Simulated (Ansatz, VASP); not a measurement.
**Ti: VASP beside Ansatz**

File INCAR:

```
SYSTEM = Ti
PREC = Accurate
ENCUT = 520
EDIFF = 1E-7
ISMEAR = 0
SIGMA = 0.15
LREAL = .FALSE.
LASPH = .TRUE.
NELM = 100
ALGO = Normal
ISIF = 2
LWAVE = .FALSE.
LCHARG = .FALSE.
GGA = PE
NBANDS = 12
```

Contents of KPOINTS:

```
regular mesh
0
G
  20 20 20
  0 0 0
```

POSCAR

```
Ti
1.0
    0.0000000000      2.2741317661      1.5457273615
    2.2741317661      0.0000000000      1.5457273615
    2.2741317661      2.2741317661      0.0000000000
Ti
1
Direct
    0.0000000000      0.0000000000      0.0000000000
```

Input for Ansatz:

```yaml
crystal:
  lattice:
    - [0.0, 2.2741317661, 1.5457273615]
    - [2.2741317661, 0.0, 1.5457273615]
    - [2.2741317661, 2.2741317661, 0.0]
  atoms:
    - { symbol: Ti, position: [0.0, 0.0, 0.0] }
basis:
  ecutwfc: 520.0
kpoints:
  mp_grid: { grid: [20, 20, 20] }
hamiltonian:
  xc: pbe
  pseudopotentials: { kind: paw, azcp: { folder: soft_1 } }
scf:
  occupations: { method: gaussian, width: 0.15 }
output:
  forces: true
  stress: true
  eigenvalues: true
```

Alike in both runs: task single point; functional PBE; k mesh 20 × 20 × 20; occupations gaussian, width 0.15 eV; no spin polarisation.

|  | VASP | Ansatz |
| --- | --- | --- |
| version | VASP 6.6.1 | Ansatz 0.2.0 |
| potentials or method | VASP PAW PBE potentials, release 64 (Ti_sv) | scalar-relativistic, plane waves, PAW |
| plane-wave cutoff (eV) | 520 | 520 |
| valence electrons in the cell | 12 | 12 |

Ansatz gave:

```
gap on the k mesh at the Fermi level (eV)       : none
pressure (GPa)                                  : 9.2
largest component of the traceless stress (GPa) : 0.70
```

**Question.** Estimate VASP's values.

**Answer.** gap on the k mesh at the Fermi level (eV): none; pressure (GPa): 8.9; largest component of the traceless stress (GPa): 0.71.

A gap of «none» marks a metal or a gap that the smearing closes.
